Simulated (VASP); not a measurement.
# Mg (P6/mmm) in VASP: notebook

One crystal, Mg, is run at these levels: r2SCAN; tasks: single point.

All numbers are computed with VASP 6.6.1; they aren't measurements. Logs are shortened: lines on timing, memory, paths and dates and some standing lists are left out, and cuts for length are marked.

### Step 1. The structure

The structure is hexagonal, space group P6/mmm (No. 191). Conventional cell: a = 3.050 Å, b = 3.050 Å, c = 3.045 Å, α = 90.00°, β = 90.00°, γ = 120.00°. Around Mg (site symmetry 6/mmm) lie 8 Mg at 3.04 to 3.05 Å.

This isn't the form of Mg at room conditions, which is hcp.

### Step 2. Single point, r2SCAN

INCAR reads:

```
ADDGRID = False
ALGO = Normal
EDIFF = 1E-6
ENCUT = 300
ISIF = 2
ISMEAR = 1
LASPH = True
LCHARG = False
LMIXTAU = True
LREAL = False
LWAVE = False
METAGGA = R2SCAN
NELM = 100
PREC = Accurate
SIGMA = 0.2
```

KPOINTS reads:

```
k-points
0
Gamma
  9 9 8
```

POSCAR reads:

```
Mg
1.0
    3.1430880000     -0.0084060000     -0.0278050000
   -1.5788240000      2.6046760000      0.0276970000
   -0.0277550000      0.0158990000      3.0020770000
Mg
1
Direct
   -0.0144770000      0.0117080000      0.0082640000
```

Potentials or basis: VASP PAW PBE potentials, release 64 (Mg).

On the command line:

```
$ cat potpaw_PBE.64/Mg/POTCAR > POTCAR
$ mpirun -np 1 vasp_std > vasp.out
```

OUTCAR:

```text
EDIFF = 1E-6
   ENCUT = 300
   ISIF = 2
   ISMEAR = 1
   LASPH = True
   LREAL = False
   METAGGA = R2SCAN
   NELM = 100
   PREC = Accurate

 Found    325 irreducible k-points:

 Following reciprocal coordinates:
            Coordinates               Weight
  0.000000  0.000000  0.000000      1.000000
  0.111111  0.000000 -0.000000      2.000000
  0.222222  0.000000 -0.000000      2.000000
  0.333333  0.000000 -0.000000      2.000000
  0.444444  0.000000 -0.000000      2.000000
  0.000000  0.111111  0.000000      2.000000
   k-points           NKPTS =    325   k-points in BZ     NKDIM =    325   number of bands    NBANDS=      5
   number of dos      NEDOS =    301   number of ions     NIONS =      1
   total plane-waves  NPLWV =   5832
   dimension x,y,z NGX =    18 NGY =   18 NGZ =   18
   dimension x,y,z NGXF=    36 NGYF=   36 NGZF=   36
   ions per type =               1
   NGX,Y,Z   is equivalent  to a cutoff of   9.52,  9.82,  9.97 a.u.
   NGXF,Y,Z  is equivalent  to a cutoff of  19.04, 19.65, 19.93 a.u.
 SYSTEM =  unknown system
   PREC   = accura    normal or accurate (medium, high low for compatibility)
   ISTART =      0    job   : 0-new  1-cont  2-samecut
   ICHARG =      2    charge: 1-file 2-atom 10-const
   ISPIN  =      1    spin polarized calculation?
   LNONCOLLINEAR =      F non collinear calculations
   LSORBIT =      F    spin-orbit coupling
   LASPH  =      T    aspherical Exc in radial PAW
   ENCUT  =  300.0 eV  22.05 Ry    4.70 a.u.   4.44  4.30  4.24*2*pi/ulx,y,z
   NELM   =    100;   NELMIN=  2; NELMDL= -5     # of ELM steps
   EDIFF  = 0.1E-05   stopping-criterion for ELM
   LREAL  =      F    real-space projection
   EDIFFG = 0.1E-04   stopping-criterion for IOM
   NSW    =      0    number of steps for IOM
   IBRION =     -1    ionic relax: 0-MD 1-quasi-New 2-CG
   NFREE  =      0    steps in history (QN), initial steepest desc. (CG)
   ISIF   =      2    stress and relaxation
   ISYM   =      2    0-nonsym 1-usesym 2-fastsym
   POTIM  = 0.5000    time-step for ionic-motion
   TEBEG  =    0.0;   TEEND  =   0.0 temperature during run
   PSTRESS=    0.0 pullay stress
   NELECT =       2.0000    total number of electrons
   NUPDOWN=      -1.0000    fix difference up-down
   EMIN   =  10.00;   EMAX   =-10.00  energy-range for DOS
   EFERMI =   0.00;   METHOD = LEGACY
   ISMEAR =     1;   SIGMA  =   0.20  broadening in eV -4-tet -1-fermi 0-gaus
   EFERMI_NEDOS =   21; number of points for ismear=-14 and -15
   IALGO  =     38    algorithm
   IMIX   =      4    mixing-type and parameters
     AMIX     =   0.40;   BMIX     =  1.00
     AMIX_MAG =   1.60;   BMIX_MAG =  1.00
  volume/ion in A,a.u.               =      24.53       165.57
  Fermi-wavevector in a.u.,A,eV,Ry     =   0.709836  1.341396  6.855535  0.503868
  Thomas-Fermi vector in A             =   1.796524
   LORBIT       =      0    0 simple, 1 ext, 2 COOP (PROOUT), +10 PAW based schemes
   METAGGA = R2SCAN    functional components
   LHFCALC =     F    Hartree Fock is set to
   AEXX    =    0.0000 exact exchange contribution
   IVDW    =     0    specifies the selected vdW correction
   LEPSILON=     F    determine dielectric tensor
   LRPA    =     F    only Hartree local field effects (RPA)
 non-spin polarized calculation
 Methfessel and Paxton  Order N= 1 SIGMA  =   0.20
  energy-cutoff  :      300.00
  volume of cell :       24.53
 maximum number of plane-waves:       304
 NGX is ok and might be reduce to    18

 number of electron       2.0000000 magnetization

 Free energy of the ion-electron system (eV)
  ---------------------------------------------------
  ext. energy  EPLUGINS =         0.00000000
  ---------------------------------------------------
  free energy    TOTEN  =        -3.86994081 eV

  energy without entropy =       -3.87030060  energy(sigma->0) =       -3.87006074

 E-fermi :   2.3382     XC(G=0):  -8.8382

 val. band max:        2.3340473955   @ k =  -0.3333  -0.3333   0.1250
 cond. band min:       2.3766596979   @ k =   0.4444   0.3333   0.3750
 fundamental gap:      0.0426123024
 Fermi energy:         2.3381547773

 k-point     1 :       0.0000    0.0000    0.0000
  band No.  band energies     occupation
      1      -4.8351      2.00000
      2      11.0964      0.00000
      3      12.2499      0.00000
      4      14.8997      0.00000
      5      16.1150      0.00000

 k-point     2 :       0.1111    0.0000   -0.0000
  band No.  band energies     occupation
      1      -4.5584      2.00000
      2      10.7863      0.00000
      3      12.3703      0.00000
      4      12.4828      0.00000
      5      14.3948      0.00000

 k-point     3 :       0.2222    0.0000   -0.0000
  band No.  band energies     occupation
      1      -3.7327      2.00000
      2       7.9772      0.00000
      3      11.5999      0.00000
      4      13.1071      0.00000
      5      13.1753      0.00000

 k-point     4 :       0.3333    0.0000   -0.0000
  band No.  band energies     occupation
      1      -2.3720      2.00000
      2       4.7556     -0.00000
      3      11.3951      0.00000
      4      12.2249      0.00000
      5      14.3175      0.00000

 k-point     5 :       0.4444    0.0000   -0.0000
  band No.  band energies     occupation
      1      -0.5111      2.00000
      2       1.9392      2.01626
      3      11.2335      0.00000
      4      11.7289      0.00000
      5      15.8812      0.00000

 k-point     6 :       0.0000    0.1111    0.0000
  band No.  band energies     occupation
      1      -4.5405      2.00000
      2      10.9827      0.00000
      3      12.4945      0.00000
      4      13.0693      0.00000
      5      13.5105      0.00000

 [... further k-points ...]
[... 5 lines left out ...]
  --------------------------------------------------------------------------------------
  -------------------------------------------------------------------------------------
  Total       -0.1446391      0.1504209      0.0903862      0.0382630     -0.0187635      0.0170279
  in kB       -9.4453161      9.8228805      5.9024601      2.4986753     -1.2253082      1.1119663
  external PRESSURE =       2.0933415 kB  Pullay stress =       0.0000000 kB

 VOLUME and BASIS-vectors are now :
 -----------------------------------------------------------------------------
  energy-cutoff  :      300.00
  volume of cell :       24.53
      direct lattice vectors                 reciprocal lattice vectors
     3.143088000 -0.008406000 -0.027805000     0.318692044  0.193154686  0.001923445
    -1.578824000  2.604676000  0.027697000     0.001010546  0.384559010 -0.002027282
    -0.027755000  0.015899000  3.002077000     0.002942377 -0.001758937  0.333139234

 POSITION                                       TOTAL-FORCE (eV/Angst)
 -----------------------------------------------------------------------------------
      3.07887      0.02234     -0.00227        -0.000000      0.000000     -0.000000
 -----------------------------------------------------------------------------------
    total drift:                                0.000301     -0.000011      0.001157

  FREE ENERGIE OF THE ION-ELECTRON SYSTEM (eV)
  ---------------------------------------------------
  free  energy   TOTEN  =        -3.8699408053 eV

  energy  without entropy=       -3.8703006011  energy(sigma->0) =       -3.87006074
```

stdout:

```text
POSCAR found type information on POSCAR Mg
 POSCAR found :  1 types and       1 ions
 scaLAPACK will be used
 -----------------------------------------------------------------------------
|                                                                             |
|                                                                             |
|     You enforced a specific xc type in the INCAR file but a different       |
|     I HOPE YOU KNOW WHAT YOU ARE DOING!                                     |
|                                                                             |
 -----------------------------------------------------------------------------

 LDA part: xc-table for (None), standard interpolation
 POSCAR, INCAR and KPOINTS ok, starting setup
 FFT: planning ... GRIDC
 FFT: planning ... GRID_SOFT
 FFT: planning ... GRID
 WAVECAR not read
 entering main loop
```

Run time: 42 s. Hardware: 1 thread of Intel Xeon 6975P-C (Granite Rapids), shared host; peak memory 0.13 GiB.

These settings aren't checked as converged: the numbers below hold their error.

Results:

```
Free energy            : -3.8699 eV
Pressure               : 0.2 GPa
Band gap on the k mesh : none (metal or under the smearing width)
```

Caveat: the PAW data sets were made with another functional, which shifts forces and pressure a little.

### Step 3. Single point, r2SCAN

This run uses another cell than the first one, of the same volume but with other edges.

Edit INCAR of step 2 so:

```diff
@@ -3,3 +3,3 @@
 EDIFF = 1E-6
-ENCUT = 300
+ENCUT = 350
 ISIF = 2
```

KPOINTS is that of step 2.

POSCAR reads:

```
Mg
1.0
    3.0502998005      0.0000000000      0.0000000000
   -1.5251499003      2.6416371164      0.0000000000
    0.0000000000      0.0000000000      3.0448375700
Mg
1
Direct
    0.0000000000      0.0000000000      0.0000000000
```

Potentials or basis: VASP PAW PBE potentials, release 64 (Mg).

On the command line:

```
$ cat potpaw_PBE.64/Mg/POTCAR > POTCAR
$ mpirun -np 1 vasp_std > vasp.out
```

Run time: 13 s. Hardware: 1 thread of Intel Xeon 6975P-C (Granite Rapids), shared host; peak memory 0.12 GiB.

These settings aren't checked as converged: the numbers below hold their error.

What came out:

```yaml
Free_energy: -3.8718 eV
Pressure: 0.4 GPa
Band_gap_on_the_k_mesh: none (metal or under the smearing width)
```

Caveat: the PAW data sets were made with another functional, which shifts forces and pressure a little.

[end of part 1 of 2]
